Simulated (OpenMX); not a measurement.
# TiO2 under changes of volume

One of the cells (11.432 Å³/atom); the others are scaled copies at fixed shape and fractional positions:

```
Ti O
1.0
     9.45900    0.00000    0.00000
     0.00000    2.95850    0.00000
     0.00000    0.00000    4.90220
Ti O
4 8
Direct
  0.63690 0.25000 0.56463
  0.36310 0.75000 0.43537
  0.86310 0.75000 0.06463
  0.13690 0.25000 0.93537
  0.47240 0.25000 0.29160
  0.52760 0.75000 0.70840
  0.02760 0.75000 0.79160
  0.97240 0.25000 0.20840
  0.76630 0.25000 0.86350
  0.23370 0.75000 0.13650
  0.73370 0.75000 0.36350
  0.26630 0.25000 0.63650
```

Measurements of this composition are mostly on another form, of space group No. 141.

| Item | Value |
| --- | --- |
| Program | OpenMX 3.8.5 |
| Functional | LDA |
| Potentials or basis | OpenMX 2013 LDA set, Ti7.0-s3p2d2, O6.0-s2p2d1, fixed grid of 112 × 36 × 60 points |
| k mesh | 3 × 9 × 7 |
| Occupations | fermi-dirac, width 0.05 eV |
| Spin | no spin polarisation |

| volume (Å³/atom) | energy over the lowest point (meV/atom) | gap on the mesh (eV) | largest force (eV/Å) |
| --- | --- | --- | --- |
| 10.975 | 0.00 | 2.27 | 0.442 |
| 11.203 | ? | ? | ? |
| 11.432 | 16.86 | 2.17 | 0.778 |
| 11.661 | 33.66 | 2.13 | 1.031 |
| 11.889 | 55.26 | 2.08 | 1.265 |

What does the run at 11.203 Å³/atom give?

Energy over the lowest point 5.40 meV/atom; gap on the mesh 2.22 eV; largest force 0.502 eV/Å.

Worked out: A Birch-Murnaghan fit of order 2 (a polynomial in V^(-2/3)) to the other rows has its minimum at 10.90 Å³/atom, just outside them, with B0 = V·E''(V) = 229 GPa at fixed shape and positions, which overstates the stiffness. It gives 5.43 meV/atom at 11.203 Å³/atom, against the run's 5.40. A straight line through the other rows of the gap, of slope -2.35 eV per unit of ln V, gives 2.22 eV, against the run's 2.22.

Energies are extrapolated to zero smearing.

Caveats: an odd mesh through Γ misses points on the zone boundary, where band edges often lie; the basis of atomic orbitals isn't converged, which shifts pressures, moduli and gaps; forces of over 1 eV/Å show positions far from the minimum, so gaps and moduli don't describe the material at rest (some runs).
